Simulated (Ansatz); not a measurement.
Input and command of a calculation in Ansatz (plane waves; scalar-relativistic PAW potentials unless the input names others):

```yaml
crystal:
  lattice:
    - [3.1799996605, 0.0, 0.0]
    - [-1.5899998303, 2.75396049, 0.0]
    - [0.0, 0.0, 12.5]
  atoms:
    - { symbol: W, position: [0.3333333333, 0.6666666667, 0.25] }
    - { symbol: W, position: [0.6666666667, 0.3333333333, 0.75] }
    - { symbol: S, position: [0.1682389761, 0.5015723094, 0.62] }
    - { symbol: S, position: [0.6666666667, 0.3333333333, 0.12] }
    - { symbol: S, position: [0.3333333333, 0.6666666667, 0.88] }
    - { symbol: S, position: [0.6666666667, 0.3333333333, 0.38] }
  symmetry: { detect: false }
basis:
  ecutwfc: 420
kpoints:
  mp_grid: { grid: [12, 12, 4], shift: [0.5, 0.5, 0.5] }
hamiltonian:
  xc: lda
scf:
  occupations: { method: gaussian, width: 0.05 }
output:
  forces: true
  eigenvalues: true
  stress: true
```

```bash
ansatz run input.yaml --threads 2 --pin off --max-ram 5120MiB --backend cpu --events-out ev --progress --plain --runs-dir out
```

Abridged log:
```
Pseudopotentials: kind: paw
Pseudopotential: W, paw, valence charge 14, recommended cutoff 420 eV (normal)
Pseudopotential: S, paw, valence charge 6, recommended cutoff 420 eV (normal)
Functional definition: SPW92
Crystal: 6 atoms, lattice volume = 109.470 Å³
Basis set: ecut = 420 eV, 2129 PW (Γ)
Bands: 32, of which v1, the nominal top of the filled ones, is band 26 counted from 1 (25 counted from 0)
Symmetry: 1 space group operations
k-points: 288 of 576 (time reversal used)
Initial density: superposition of atomic densities (neutral atoms: chi_scale 0, normalization atom), corrected by the library's trained network
Initial wavefunctions: pseudopotential atomic-orbital guess
Functional: x = slater, c = lda
SCF iter   1: F=—  HF=-23741.971228 eV  |F-HF|=—  |Δ(HF+E_count)|=         —  Δρ=1.02e-2  dr2=2.78e-1  ethr=1.77e-3  ⟨swp⟩=6.1  Hψ=42312  notcnv=0
SCF iter   2: F=—  HF=-23741.938150 eV  |F-HF|=—  |Δ(HF+E_count)|=   3.31e-2  Δρ=4.34e-3  dr2=1.48e-2  ethr=5.34e-4  ⟨swp⟩=2.0  Hψ=12881  notcnv=0  defer=398
SCF iter   3: F=—  HF=-23741.936394 eV  |F-HF|=—  |Δ(HF+E_count)|=   1.76e-3  Δρ=2.37e-3  dr2=4.94e-3  ethr=2.84e-5  ⟨swp⟩=2.1  Hψ=11603  notcnv=0  defer=110
automatic band count: iteration 3 solves 31 bands in place of 32: the levels show a gap, and the empty bands left out lie too high to hold charge; the band table lists the bands solved (type scf.n_extra_bands for more)
SCF iter   4: F=—  HF=-23741.935960 eV  |F-HF|=—  |Δ(HF+E_count)|=   4.34e-4  Δρ=1.13e-3  dr2=1.93e-3  ethr=9.50e-6  ⟨swp⟩=1.3  Hψ=9453  notcnv=0  defer=110
SCF iter   5: F=—  HF=-23741.935672 eV  |F-HF|=—  |Δ(HF+E_count)|=   2.88e-4  Δρ=2.62e-4  dr2=1.90e-4  ethr=3.71e-6  ⟨swp⟩=2.1  Hψ=10903  notcnv=0  defer=110
SCF iter   6: F=—  HF=-23741.935631 eV  |F-HF|=—  |Δ(HF+E_count)|=   4.16e-5  Δρ=6.56e-5  dr2=1.82e-5  ethr=3.65e-7  ⟨swp⟩=2.1  Hψ=11289  notcnv=0  defer=110
SCF iter   7: F=—  HF=-23741.935631 eV  |F-HF|=—  |Δ(HF+E_count)|=   9.36e-9  Δρ=3.83e-5  dr2=5.65e-6  ethr=3.50e-8  ⟨swp⟩=2.0  Hψ=12775  notcnv=0  defer=110
SCF iter   8: F=—  HF=-23741.935630 eV  |F-HF|=—  |Δ(HF+E_count)|=   8.33e-7  Δρ=1.32e-5  dr2=5.34e-7  ethr=1.09e-8  ⟨swp⟩=2.0  Hψ=11555  notcnv=0  defer=110
SCF iter   9: F=-23741.935630 eV  HF=-23741.935630 eV  |F-HF|=4.48e-8  |Δ(HF+E_count)|=   7.36e-8  Δρ=4.61e-6  dr2=6.41e-8  ethr=1.92e-10  ⟨swp⟩=7.7  Hψ=37119  notcnv=0
SCF 1 converged in 9 iterations: F = -23741.935630 eV  dr2 = 6.41e-8
SCF converged after 9 iterations
Free energy (F): -23741.935630 eV
Harris-Foulkes:  -23741.935630 eV  (|F-HF|=4.48e-8)
Internal energy: -23741.935630 eV  (E = F + TS)
E sigma→0 (E₀):  -23741.935630 eV
Fermi energy:    11.146213 eV
--- Forces (eV/Å), atoms counted from 1 ---
  atom   1  W     -0.01817051    -0.01801029     0.00688977
  atom   2  W     -2.87460493    -3.00691700     2.73054270
  atom   3  S      3.16043747     2.82263762    -1.36739479
  atom   4  S      0.00693665     0.00562513     1.47652353
  atom   5  S     -0.25727713     0.21781864    -1.35708983
  atom   6  S     -0.01733182    -0.02115488    -1.48930704
--- Stress (GPa, compression-positive) ---
       -5.884849       0.549808      -7.862494
        0.549808      -9.014097      -5.886253
       -7.862494      -5.886253      -7.758340
  P = ⅓ Tr σ = -7.5524 GPa (-75.524 kbar)
```

Apart from outputs and empty bands, the input differs from a reference run on usual settings in crystal.symmetry: not typed → {"detect": false}; kpoints.mp_grid.shift: not typed → [0.5, 0.5, 0.5]. The reference, at the same geometry (not necessarily relaxed), gave pressure -7.55 GPa, largest force 4.976 eV/Å, gap on the mesh 0.58 eV. This run converged in 9 SCF iterations (reference: 9) with an energy at zero smearing within 0.01 meV/atom of the reference's, pressure -7.55 GPa, largest force 4.976 eV/Å, gap on the mesh 0.63 eV.

The run took 49 s on 2 threads of Arm Neoverse V1, with other jobs on the host, peak memory 0.89 GiB.